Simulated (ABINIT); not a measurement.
AgCl (Chlorargyrite):

```xyz
2
Lattice="0.0000 2.7350 2.7350 2.7350 0.0000 2.7350 2.7350 2.7350 0.0000" Properties=species:S:1:pos:R:3 pbc="T T T"
Ag    0.0000    0.0000    0.0000
Cl    2.7350    2.7350    2.7350
```

Base run:

| Item | Value |
| --- | --- |
| Program | ABINIT 10.8.3 (patched build) |
| Functional | PBEsol |
| Potentials or basis | PseudoDojo NC SR PBEsol v0.4.1 standard |
| Cutoff | 1116 eV |
| k mesh | 8 × 8 × 8 |
| Occupations | fermi-dirac, width 0.05 eV |
| Spin | no spin polarisation |

Its results: band gap on the k mesh 0.73 eV, indirect (least direct gap 3.18 eV).

Question: The run is repeated on the same cell with these changes: functional from PBEsol to TB-mBJ; potentials or basis from PseudoDojo NC SR PBEsol v0.4.1 standard to JTH PAW LDA v2.0; cutoff from 1116 eV to 816 eV; valence electrons from 26 to 18. What comes out?

Answer: Band gap on the k mesh 2.78 eV, indirect (least direct gap 4.80 eV).

Caveats: the constant c of TB-mBJ comes from the pseudo density here, which moves gaps by up to 0.3 eV between sets of potentials (some runs).
